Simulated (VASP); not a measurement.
# Al2O3 (P-3m1) in VASP: further runs, part 3 of 3

VASP 6.6.1. The steps go on from the part before.

**5. Electric field gradients, PBEsol**

Contents of INCAR:

```
SYSTEM = Al2O3
  PREC = Accurate
  ENCUT = 520
  EDIFF = 1E-8
  ISMEAR = 0
  SIGMA = 0.02
  LREAL = .False.
  LASPH = .True.
  NELM = 80
  ALGO = Normal
  ISIF = 2
  LWAVE = .False.
  LCHARG = .False.
  GGA = PS
  LEFG = .True.
```

Contents of KPOINTS:

```
regular mesh
0
Gamma
  10 10 4
  0 0 0
```

Contents of POSCAR:

```
Al2O3
1.0
    3.0174825440      0.0000000000      0.0000000000
   -1.5087412720      2.6132165386      0.0000000000
    0.0000000000      0.0000000000      7.5746360022
Al O
2 3
Direct
    0.0000000000      0.0000000000      0.7220490000
    0.0000000000      0.0000000000      0.2779510000
    0.0000000000      0.0000000000      0.5000000000
    0.6666666667      0.3333333333      0.8005460000
    0.3333333333      0.6666666667      0.1994540000
```

Potentials or basis: VASP PAW PBE potentials, release 64 (Al, O).

The run is started by

```
$ cat potpaw_PBE.64/Al/POTCAR potpaw_PBE.64/O/POTCAR > POTCAR
$ mpirun -np 1 vasp_std > vasp.out
```

OUTCAR:

```text
SYSTEM = Al2O3
   PREC = Accurate
   ENCUT = 520
   EDIFF = 1E-8
   ISMEAR = 0
   LREAL = .False.
   LASPH = .True.
   NELM = 80
   ISIF = 2
   GGA = PS

 ion  position               nearest neighbor table
   1  0.000  0.000  0.722-   3 1.68   4 1.84   4 1.84   4 1.84   2 3.36
   2  0.000  0.000  0.278-   3 1.68   5 1.84   5 1.84   5 1.84   1 3.36
   3  0.000  0.000  0.500-   1 1.68   2 1.68
   4  0.667  0.333  0.801-   1 1.84   1 1.84   1 1.84
   5  0.333  0.667  0.199-   2 1.84   2 1.84   2 1.84

  LATTYP: Found a hexagonal cell.
 ALAT       =     3.0174825440
 C/A-ratio  =     2.5102501478

  Lattice vectors:

 A1 = (   3.0174825440,   0.0000000000,   0.0000000000)
 A2 = (  -1.5087412720,   2.6132165386,   0.0000000000)
 A3 = (   0.0000000000,   0.0000000000,   7.5746360022)

Analysis of symmetry for initial positions (statically):
=====================================================================
 Subroutine PRICEL returns:
 Original cell was already a primitive cell.

 Routine SETGRP: Setting up the symmetry group for a
[... 665 lines left out ...]
      1.50874      0.87107      6.06384         0.000000      0.000000     -0.188109
     -0.00000      1.74214      1.51079         0.000000     -0.000000      0.188109
 -----------------------------------------------------------------------------------
    total drift:                                0.000000      0.000000     -0.000000

  FREE ENERGIE OF THE ION-ELECTRON SYSTEM (eV)
  ---------------------------------------------------
  free  energy   TOTEN  =       -37.7280525925 eV

  energy  without entropy=      -37.7280525925  energy(sigma->0) =      -37.72805259

 Electric field gradients (V/A^2)
---------------------------------------------------------------------
 ion       V_xx      V_yy      V_zz      V_xy      V_xz      V_yz
---------------------------------------------------------------------
   1      12.266    12.266   -24.532     0.000    -0.000     0.000
   2      12.266    12.266   -24.532     0.000    -0.000     0.000
   3     -27.604   -27.600    55.203     0.003     0.000    -0.000
   4      32.771    32.774   -65.545     0.003    -0.000     0.000
   5      32.771    32.774   -65.545     0.003    -0.000     0.000
---------------------------------------------------------------------

 Electric field gradients after diagonalization (V/A^2)
 (convention: |V_zz| > |V_xx| > |V_yy|)
----------------------------------------------------------------------
 ion       V_xx      V_yy      V_zz     asymmetry (V_yy - V_xx)/ V_zz
----------------------------------------------------------------------
   1      12.266    12.266   -24.532       0.000
   2      12.266    12.266   -24.532       0.000
   3     -27.605   -27.598    55.203       0.000
   4      32.776    32.769   -65.545       0.000
   5      32.776    32.769   -65.545       0.000
----------------------------------------------------------------------

           NMR quadrupolar parameters

 Cq : quadrupolar parameter    Cq=e*Q*V_zz/h
 eta: asymmetry parameters     (V_yy - V_xx)/ V_zz
 Q  : nuclear electric quadrupole moment in mb (millibarn)
----------------------------------------------------------------------
 ion       Cq(MHz)       eta       Q (mb)
----------------------------------------------------------------------
   1      -0.059       0.000       1.000
   2      -0.059       0.000       1.000
   3       0.133       0.000       1.000
   4      -0.158       0.000       1.000
   5      -0.158       0.000       1.000
----------------------------------------------------------------------
```

stdout:

```text
POSCAR found type information on POSCAR AlO
 POSCAR found :  2 types and       5 ions
 scaLAPACK will be used
 -----------------------------------------------------------------------------
|                                                                             |
|                                                                             |
|     You enforced a specific xc type in the INCAR file but a different       |
|     I HOPE YOU KNOW WHAT YOU ARE DOING!                                     |
|                                                                             |
 -----------------------------------------------------------------------------

 LDA part: xc-table for (Slater+PW92), standard interpolation
 POSCAR, INCAR and KPOINTS ok, starting setup
 FFT: planning ... GRIDC
 FFT: planning ... GRID_SOFT
 FFT: planning ... GRID
 WAVECAR not read
 entering main loop
ion   1

ion   2

ion   3

ion   4

ion   5
```

Run time: 20 s. Hardware: 1 thread of Intel Xeon 6975P-C (Granite Rapids), shared host; peak memory 0.19 GiB.

What came out:

```
Free energy            : -37.7281 eV
Pressure               : -3.5 GPa
Largest force          : 0.188 eV/Å
Band gap on the k mesh : 2.19 eV, direct
```

Forces in eV/Å, atoms in the order of the input:
```
Al   0.000  0.000 -0.092
Al   0.000  0.000  0.092
O    0.000  0.000  0.000
O    0.000  0.000 -0.188
O    0.000  0.000  0.188
```

Stress tensor (GPa, compression positive):
```
-3.94  0.00  0.00
 0.00 -3.94  0.00
 0.00  0.00 -2.63
```

Electric field gradients, principal values (V/Å²):
```csv
atom,Vxx,Vyy,Vzz
1 Al,12.266,12.266,-24.532
2 Al,12.266,12.266,-24.532
3 O,-27.598,-27.605,55.203
4 O,32.769,32.776,-65.545
5 O,32.769,32.776,-65.545
```

Caveat: the PAW data sets were made with another functional, which shifts forces and pressure a little. A k mesh can miss the band edges.

**6. The reference run**

An earlier run on the cell as given: functional PBE; potentials or basis VASP PAW PBE potentials, release 64 (Al, O); cutoff 520 eV; k mesh 10 × 10 × 4; occupations fermi-dirac, width 0.05 eV; no spin polarisation.

- Pressure: -0.5 GPa
- Largest force: 0.091 eV/Å
- Band gap on the k mesh: 2.29 eV, direct

**7. Overview**

```tsv
task	level	smearing	k mesh for the DOS	occupations for the DOS	gap on the mesh (eV)	pressure (GPa)	largest force (eV/Å)
dielectric tensor	PBEsol	gaussian 0.02 eV	-	-	2.19	-	-
optical spectrum	PBEsol	gaussian 0.02 eV	-	-	2.19	-3.5	0.19
density of states	PBEsol	gaussian 0.02 eV	15 × 15 × 6	tetrahedron	-	-	-
electric field gradients	PBEsol	gaussian 0.02 eV	-	-	2.19	-3.5	0.19
single point	PBE	fermi-dirac 0.05 eV	-	-	2.29	-0.5	0.09
```

Alike in all rows: potentials or basis VASP PAW PBE potentials, release 64 (Al, O); no spin polarisation; cell as given; k mesh 10 × 10 × 4; cutoff (eV) 520.

On the cell as given the gap runs from 2.19 eV (PBEsol) to 2.29 eV (PBE). The pressure there spans -3.5 GPa (PBEsol) to -0.5 GPa (PBE); a positive pressure means that this level wants a larger cell, a negative one a smaller.

Caveats: the PAW data sets were made with another functional, which shifts forces and pressure a little (some runs); spectra need much finer meshes, so this one isn't converged (some runs); independent-particle spectra lack excitons (some runs).

Total energies depend on the potentials used, so only differences within one code and one set of settings carry meaning.
